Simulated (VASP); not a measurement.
# W2C (P-3m1) in VASP: electric field gradients with r2SCAN

Aim: the electric field gradients of W2C with r2SCAN.

Everything below comes from runs of VASP 6.6.1. Logs are shortened: lines on timing, memory, paths and dates and some standing lists are left out, and cuts for length are marked.

### 1 Starting point

Symmetry: P-3m1, No. 164, trigonal system. The conventional cell has a = 3.070 Å, b = 3.070 Å, c = 4.678 Å, α = 90.00°, β = 90.00°, γ = 120.00°. W (site symmetry 3m) is surrounded by 3 C at 2.13 Å. Around C (site symmetry -3m) lie 6 W at 2.13 Å.

The cell comes from a database or a generator and needn't be the stable form of this composition.

### 2 Electric field gradients, r2SCAN

Contents of POSCAR:

```
W2C
1.0
    3.0700456420      0.0000000000      0.0000000000
   -1.5350228210      2.6587375167      0.0000000000
    0.0000000000      0.0000000000      4.6784280000
W C
2 1
Direct
    0.3333333333      0.6666666667      0.7463310000
    0.6666666667      0.3333333333      0.2536690000
    0.0000000000      0.0000000000      0.0000000000
```

Contents of INCAR.step1:

```
SYSTEM = W2C
PREC     = Accurate       ! precision mode
ENCUT    = 520            ! plane-wave cutoff, eV
ISMEAR   = -1             ! smearing method
SIGMA    = 0.05           ! smearing width, eV
LREAL    = .False.        ! projectors in reciprocal space
LASPH    = .True.         ! aspherical terms in the spheres
NELM     = 100            ! most SCF steps
NBANDS   = 23             ! bands
GGA      = PE             ! functional
ALGO     = Normal         ! electronic algorithm
EDIFF    = 1E-4           ! SCF threshold, eV
LWAVE    = .True.         ! write WAVECAR
LCHARG   = .False.        ! write CHGCAR
```

Contents of INCAR.step2:

```
SYSTEM = W2C
PREC     = Accurate       ! precision mode
ENCUT    = 520            ! plane-wave cutoff, eV
EDIFF    = 1E-8           ! SCF threshold, eV
ISMEAR   = -1             ! smearing method
SIGMA    = 0.05           ! smearing width, eV
LREAL    = .False.        ! projectors in reciprocal space
LASPH    = .True.         ! aspherical terms in the spheres
NELM     = 100            ! most SCF steps
ALGO     = Normal         ! electronic algorithm
ISIF     = 2              ! what is computed and relaxed
LWAVE    = .False.        ! write WAVECAR
LCHARG   = .False.        ! write CHGCAR
METAGGA  = R2SCAN         ! meta-GGA
LMIXTAU  = .True.       
LEFG     = .True.       
NBANDS   = 23             ! bands
ISTART   = 1
```

Contents of KPOINTS:

```
Automatic mesh
0
Gamma
  14 14 8
  0 0 0
```

Potentials or basis: VASP PAW PBE potentials, release 64 (W_sv, C).

The run is started by

```console
$ cat potpaw_PBE.64/W_sv/POTCAR potpaw_PBE.64/C/POTCAR > POTCAR
$ cp INCAR.step1 INCAR
$ mpirun -np 1 vasp_std > vasp.out
$ cp INCAR.step2 INCAR
$ mpirun -np 1 vasp_std > vasp.out
```

OUTCAR:

```text
SYSTEM = W2C
   PREC = Accurate
   ENCUT = 520
   EDIFF = 1E-8
   ISMEAR = -1
   LREAL = .False.
   LASPH = .True.
   NELM = 100
   ISIF = 2
   METAGGA = R2SCAN
   ISTART = 1

 ion  position               nearest neighbor table
   1  0.333  0.667  0.746-   3 2.13   3 2.13   3 2.13   2 2.91   2 2.91   2 2.91   2 2.96   2 2.96
                             2 2.96
   2  0.667  0.333  0.254-   3 2.13   3 2.13   3 2.13   1 2.91   1 2.91   1 2.91   1 2.96   1 2.96
                             1 2.96
   3  0.000  0.000  0.000-   1 2.13   2 2.13   1 2.13   2 2.13   2 2.13   1 2.13

  LATTYP: Found a hexagonal cell.
 ALAT       =     3.0700456420
 C/A-ratio  =     1.5238952594

  Lattice vectors:

 A1 = (   3.0700456420,   0.0000000000,   0.0000000000)
 A2 = (  -1.5350228210,   2.6587375167,   0.0000000000)
 A3 = (   0.0000000000,   0.0000000000,   4.6784280000)

Analysis of symmetry for initial positions (statically):
=====================================================================
 Subroutine PRICEL returns:
 Original cell was already a primitive cell.

 Routine SETGRP: Setting up the symmetry group for a
 hexagonal supercell.

 Subroutine GETGRP returns: Found 12 space group operations
 (whereof 12 operations were pure point group operations)
 out of a pool of 24 trial point group operations.

The static configuration has the point symmetry D_3d.

Analysis of symmetry for dynamics (positions and initial velocities):
=====================================================================
 Subroutine PRICEL returns:
 Original cell was already a primitive cell.

 Routine SETGRP: Setting up the symmetry group for a
 hexagonal supercell.

 Subroutine GETGRP returns: Found 12 space group operations
 (whereof 12 operations were pure point group operations)
 out of a pool of 24 trial point group operations.

The dynamic configuration has the point symmetry D_3d.

 Subroutine INISYM returns: Found 12 space group operations
 (whereof 12 operations are pure point group operations),
 and found     1 'primitive' translations

----------------------------------------------------------------------------------------

                                     Primitive cell

  volume of cell :      38.1874

  direct lattice vectors                    reciprocal lattice vectors
     3.070045642  0.000000000  0.000000000     0.325728056  0.188059181  0.000000000
    -1.535022821  2.658737517  0.000000000     0.000000000  0.376118362  0.000000000
     0.000000000  0.000000000  4.678428000     0.000000000  0.000000000  0.213747011

  length of vectors
     3.070045642  3.070045642  4.678428000     0.376118362  0.376118362  0.213747011

  position of ions in fractional coordinates (direct lattice)
     0.333333333  0.666666667  0.746331000
     0.666666667  0.333333333  0.253669000
     0.000000000  0.000000000  0.000000000

  ion indices of the primitive-cell ions
   primitive index   ion index
                 1           1
                 2           2
                 3           3

----------------------------------------------------------------------------------------

 KPOINTS: Automatic mesh

Automatic generation of k-mesh.
 Grid dimensions read from file:
 generate k-points for:   14   14    8

 Generating k-lattice:

  Cartesian coordinates                     Fractional coordinates (reciprocal lattice)
     0.023266290  0.013432799  0.000000000     0.071428571  0.000000000  0.000000000
     0.000000000  0.026865597  0.000000000     0.000000000  0.071428571  0.000000000
     0.000000000  0.000000000  0.026718376     0.000000000  0.000000000  0.125000000

  Length of vectors
     0.026865597  0.026865597  0.026718376

  Shift w.r.t. Gamma in fractional coordinates (k-lattice)
     0.000000000  0.000000000  0.000000000

 Subroutine IBZKPT returns following result:
 ===========================================

 Found    168 irreducible k-points:

 Following reciprocal coordinates:
            Coordinates               Weight
  0.000000  0.000000  0.000000      1.000000
  0.071429  0.000000  0.000000      6.000000
  0.142857  0.000000  0.000000      6.000000
  0.214286  0.000000  0.000000      6.000000
  0.285714  0.000000  0.000000      6.000000
  0.357143 -0.000000  0.000000      6.000000
[... 16 lines left out ...]
  0.285714  0.285714  0.000000      6.000000
  0.357143  0.285714  0.000000      6.000000
 [... further k-points ...]
   k-points           NKPTS =    168   k-points in BZ     NKDIM =    168   number of bands    NBANDS=     23
   number of dos      NEDOS =    301   number of ions     NIONS =      3
   total plane-waves  NPLWV =  20736
   dimension x,y,z NGX =    24 NGY =   24 NGZ =   36
   dimension x,y,z NGXF=    48 NGYF=   48 NGZF=   72
   ions per type =               2   1
   NGX,Y,Z   is equivalent  to a cutoff of  13.00, 13.00, 12.79 a.u.
   NGXF,Y,Z  is equivalent  to a cutoff of  25.99, 25.99, 25.58 a.u.
 SYSTEM =  W2C
   PREC   = accura    normal or accurate (medium, high low for compatibility)
   ISTART =      1    job   : 0-new  1-cont  2-samecut
   ICHARG =      0    charge: 1-file 2-atom 10-const
   ISPIN  =      1    spin polarized calculation?
   LNONCOLLINEAR =      F non collinear calculations
   LSORBIT =      F    spin-orbit coupling
   LASPH  =      T    aspherical Exc in radial PAW
   ENCUT  =  520.0 eV  38.22 Ry    6.18 a.u.   5.71  5.71  8.70*2*pi/ulx,y,z
   NELM   =    100;   NELMIN=  2; NELMDL=  0     # of ELM steps
   EDIFF  = 0.1E-07   stopping-criterion for ELM
   LREAL  =      F    real-space projection
   EDIFFG = 0.1E-06   stopping-criterion for IOM
   NSW    =      0    number of steps for IOM
   IBRION =     -1    ionic relax: 0-MD 1-quasi-New 2-CG
   NFREE  =      0    steps in history (QN), initial steepest desc. (CG)
   ISIF   =      2    stress and relaxation
   ISYM   =      2    0-nonsym 1-usesym 2-fastsym
   POTIM  = 0.5000    time-step for ionic-motion
   TEBEG  =    0.0;   TEEND  =   0.0 temperature during run
   PSTRESS=    0.0 pullay stress
   NELECT =      32.0000    total number of electrons
   NUPDOWN=      -1.0000    fix difference up-down
   EMIN   =  10.00;   EMAX   =-10.00  energy-range for DOS
   EFERMI =   0.00;   METHOD = LEGACY
   ISMEAR =    -1;   SIGMA  =   0.05  broadening in eV -4-tet -1-fermi 0-gaus
   EFERMI_NEDOS =   21; number of points for ismear=-14 and -15
   IALGO  =     38    algorithm
   IMIX   =      4    mixing-type and parameters
     AMIX     =   0.40;   BMIX     =  1.00
     AMIX_MAG =   1.60;   BMIX_MAG =  1.00
  volume/ion in A,a.u.               =      12.73        85.90
  Fermi-wavevector in a.u.,A,eV,Ry     =   1.543422  2.916645 32.411147  2.382152
  Thomas-Fermi vector in A             =   2.649087
   LORBIT       =      0    0 simple, 1 ext, 2 COOP (PROOUT), +10 PAW based schemes
   METAGGA = R2SCAN    functional components
   LHFCALC =     F    Hartree Fock is set to
   AEXX    =    0.0000 exact exchange contribution
   IVDW    =     0    specifies the selected vdW correction
   LEPSILON=     F    determine dielectric tensor
   LRPA    =     F    only Hartree local field effects (RPA)
 non-spin polarized calculation
  energy-cutoff  :      520.00
  volume of cell :       38.19
 maximum number of plane-waves:      1046
 NGX is ok and might be reduce to    24
   NGX = 11   NGY = 11   NGZ = 17

 number of electron      32.0000002 magnetization

 Free energy of the ion-electron system (eV)
  ---------------------------------------------------
  ext. energy  EPLUGINS =         0.00000000
  ---------------------------------------------------
  free energy    TOTEN  =      -112.41406671 eV

  energy without entropy =     -112.40257306  energy(sigma->0) =     -112.40831988

 E-fermi :  11.4742     XC(G=0): -14.6790

 val. band max:       11.4741482429   @ k =   0.0714   0.0000   0.2500
 cond. band min:      11.4814931977   @ k =   0.1429   0.0714   0.1250
 fundamental gap:      0.0073449548
 Fermi energy:        11.4741846922

 k-point     1 :       0.0000    0.0000    0.0000
  band No.  band energies     occupation
      1     -65.3463      2.00000
      2     -65.2607      2.00000
      3     -29.3901      2.00000
      4     -28.7499      2.00000
      5     -28.7499      2.00000
      6     -28.6080      2.00000
[... 613 lines left out ...]
     22      18.4643      0.00000
     23      20.7543      0.00000

 [... further k-points ...]

------------------------ aborting loop because EDIFF is reached ----------------------------------------

  FORCE on cell =-STRESS in cart. coord.  units (eV):
  Direction    XX          YY          ZZ          XY          YZ          ZX
  --------------------------------------------------------------------------------------
  -------------------------------------------------------------------------------------
  Total       -1.1549657     -1.1549657     -1.2340768      0.0000000      0.0000000      0.0000000
  in kB      -48.4573253    -48.4573253    -51.7764814      0.0000000      0.0000000      0.0000000
  external PRESSURE =     -49.5637106 kB  Pullay stress =       0.0000000 kB

 VOLUME and BASIS-vectors are now :
 -----------------------------------------------------------------------------
  energy-cutoff  :      520.00
  volume of cell :       38.19
      direct lattice vectors                 reciprocal lattice vectors
     3.070045642  0.000000000  0.000000000     0.325728056  0.188059181  0.000000000
    -1.535022821  2.658737517  0.000000000     0.000000000  0.376118362  0.000000000
     0.000000000  0.000000000  4.678428000     0.000000000  0.000000000  0.213747011

 POSITION                                       TOTAL-FORCE (eV/Angst)
 -----------------------------------------------------------------------------------
     -0.00000      1.77249      3.49166         0.000000      0.000000      0.004881
      1.53502      0.88625      1.18677        -0.000000     -0.000000     -0.004881
      0.00000      0.00000      0.00000        -0.000000      0.000000      0.000000
 -----------------------------------------------------------------------------------
    total drift:                                0.000000     -0.000000     -0.000000

  FREE ENERGIE OF THE ION-ELECTRON SYSTEM (eV)
  ---------------------------------------------------
  free  energy   TOTEN  =      -112.4140667100 eV

  energy  without entropy=     -112.4025730555  energy(sigma->0) =     -112.40831988

 Electric field gradients (V/A^2)
---------------------------------------------------------------------
 ion       V_xx      V_yy      V_zz      V_xy      V_xz      V_yz
---------------------------------------------------------------------
   1      41.806    41.805   -83.611    -0.001    -0.000     0.000
   2      41.806    41.805   -83.611    -0.001    -0.000     0.000
   3      -0.294    -0.294     0.589    -0.000     0.000    -0.000
---------------------------------------------------------------------

 Electric field gradients after diagonalization (V/A^2)
 (convention: |V_zz| > |V_xx| > |V_yy|)
----------------------------------------------------------------------
 ion       V_xx      V_yy      V_zz     asymmetry (V_yy - V_xx)/ V_zz
----------------------------------------------------------------------
   1      41.806    41.805   -83.611       0.000
   2      41.806    41.805   -83.611       0.000
   3      -0.294    -0.294     0.589       0.000
----------------------------------------------------------------------

           NMR quadrupolar parameters

 Cq : quadrupolar parameter    Cq=e*Q*V_zz/h
 eta: asymmetry parameters     (V_yy - V_xx)/ V_zz
 Q  : nuclear electric quadrupole moment in mb (millibarn)
----------------------------------------------------------------------
 ion       Cq(MHz)       eta       Q (mb)
----------------------------------------------------------------------
   1      -0.202       0.000       1.000
   2      -0.202       0.000       1.000
   3       0.001       0.000       1.000
----------------------------------------------------------------------
```

Run time: 5.3 min. Hardware: 1 thread of Intel Xeon Platinum 8488C (Sapphire Rapids), shared host; peak memory 0.26 GiB.

Results:

```yaml
Free_energy: -112.4141 eV
Pressure: -5.0 GPa
Largest_force: 0.005 eV/Å
Band_gap_on_the_k_mesh: none (metal or under the smearing width)
```

Forces on the atoms (eV/Å):
```
W    0.000  0.000  0.005
W    0.000  0.000 -0.005
C    0.000  0.000  0.000
```

Electric field gradients, principal values (V/Å²):
| atom | Vxx | Vyy | Vzz |
| --- | --- | --- | --- |
| 1 W | 41.805 | 41.806 | -83.611 |
| 2 W | 41.805 | 41.806 | -83.611 |
| 3 C | -0.294 | -0.294 | 0.589 |

Caveat: the PAW data sets were made with another functional, which shifts forces and pressure a little. The run has no spin-orbit coupling, so splittings on W are missing.
